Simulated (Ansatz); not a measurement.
# ZrN: the cost of one run

Method: DFT PBE, scalar-relativistic, plane waves, PAW, in Ansatz 0.2.0.

The COD entry's cell or inner coordinates are ideal or old and differ from later refinements, so a difference from it is no clean test against experiment.

## (1) The system as given

The structure is cubic, space group Fm-3m (No. 225). The conventional cell has a = 4.595 Å, b = 4.595 Å, c = 4.595 Å, α = 90.00°, β = 90.00°, γ = 90.00°. Zr (site symmetry m-3m) has 6 N at 2.30 Å as nearest neighbours. N (site symmetry m-3m) has 6 Zr at 2.30 Å as nearest neighbours.

Coordinates:

```xyz
2
Lattice="0.0000 2.2974 2.2974 2.2974 0.0000 2.2974 2.2974 2.2974 0.0000" Properties=species:S:1:pos:R:3 pbc="T T T"
Zr    2.2974    2.2974    2.2974
N     0.0000    0.0000    0.0000
```

This cell was relaxed beforehand with the same method: volume 12.13 Å³/atom, gap on the mesh none (metal).

## (2) Electronic structure at the relaxed geometry

Contents of input.yaml:

```yaml
crystal:
  lattice:
    - [0.0, 2.2973735943, 2.2973735943]
    - [2.2973735943, 0.0, 2.2973735943]
    - [2.2973735943, 2.2973735943, 0.0]
  atoms:
    - { symbol: Zr, position: [0.5, 0.5, 0.5] }
    - { symbol: "N", position: [0.0, 0.0, 0.0] }
basis:
  ecutwfc: 420
kpoints:
  mp_grid: { grid: [16, 16, 16] }
  band_path:
    path:
      - [[0.0, 0.0, 0.0], [0.5, 0.0, 0.5], [0.625, 0.25, 0.625]]
      - [[0.375, 0.375, 0.75], [0.0, 0.0, 0.0], [0.5, 0.5, 0.5], [0.5, 0.25, 0.75], [0.5, 0.0, 0.5]]
    npoints: 14
hamiltonian:
  xc: pbe
scf:
  occupations: { method: gaussian, width: 0.1 }
  n_extra_bands: 6
output:
  forces: true
  stress: true
  eigenvalues: true
  populations: true
  dos: { projected: true, de: 0.02, nscf_kmesh: { grid: [24, 24, 24] } }
  bader: true
  write_density: true
  write_potential: true
  elf: true
  volumetric_format: npy
```

On the command line:

```sh
ansatz run input.yaml --threads 1 --pin off --max-ram 2560MiB --backend cpu --events-out ev --progress --plain --runs-dir out
```

**Question.** How long does this run take on 1 thread of Intel Xeon Platinum 8488C (Sapphire Rapids), shared host, and how much memory does it need?

About 15 s, with a peak of 0.46 GiB.
